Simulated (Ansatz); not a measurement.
**Convergence test, Te2Mo**

All numbers below come from Ansatz, DFT LDA, scalar-relativistic, plane waves, PAW.

```cif
data_structure
_symmetry_space_group_name_H-M 'P 1'
_symmetry_Int_Tables_number 1
_cell_length_a 6.3616
_cell_length_b 3.4804
_cell_length_c 36.1760
_cell_angle_alpha 90.000
_cell_angle_beta 90.136
_cell_angle_gamma 90.000
_cell_volume 800.97
loop_
_atom_site_label
_atom_site_type_symbol
_atom_site_fract_x
_atom_site_fract_y
_atom_site_fract_z
_atom_site_occupancy
Te1 Te 0.07915 0.75000 0.44347 1
Te2 Te 0.92085 0.25000 0.55653 1
Te3 Te 0.57075 0.25000 0.45930 1
Te4 Te 0.42925 0.75000 0.54070 1
Mo1 Mo 0.81865 0.75000 0.50253 1
Mo2 Mo 0.18135 0.25000 0.49747 1
```

* plane-wave cutoff: 420 eV
* Γ-centred k-mesh: 6×10×1
* spin treatment: unpolarised

The atoms are held and the occupation rule is swept. Energies are extrapolated to zero smearing and count from the reference run, 6×10×1 Γ-centred mesh, Gaussian smearing 0.1 eV. The cell isn't necessarily relaxed at this level. Spin–orbit coupling is left out. Pressure is positive in compression.

```
      rule, width (eV)  ΔE (meV/atom)  ΔF, free energy (meV/atom) P (GPa) largest change of a force component (eV/Å)
          Gaussian 0.1           0.00                        0.00    -0.89                                       0.000
         Gaussian 0.02           0.16                        0.75    -0.89                                       0.045
         Gaussian 0.05           0.12                        0.54    -0.89                                       0.022
      Fermi–Dirac 0.02           0.12                        0.54    -0.89                                       0.024
      Fermi–Dirac 0.05          -0.04                       -0.37    -0.89                                       0.004
       Fermi–Dirac 0.1           0.29                       -3.34    -0.89                                       0.028
Methfessel–Paxton 0.02           0.16                        0.79    -0.89                                       0.052
 Methfessel–Paxton 0.1           0.07                        0.64    -0.89                                       0.014
 Methfessel–Paxton 0.5           0.98                        5.03    -0.91                                       0.020
             cold 0.01           0.17                        0.80    -0.89                                       0.053
             cold 0.02           0.17                        0.80    -0.89                                       0.050
             cold 0.05           0.15                        0.75    -0.89                                       0.028
           tetrahedron          -0.19                        0.45    -0.89                                       0.017
```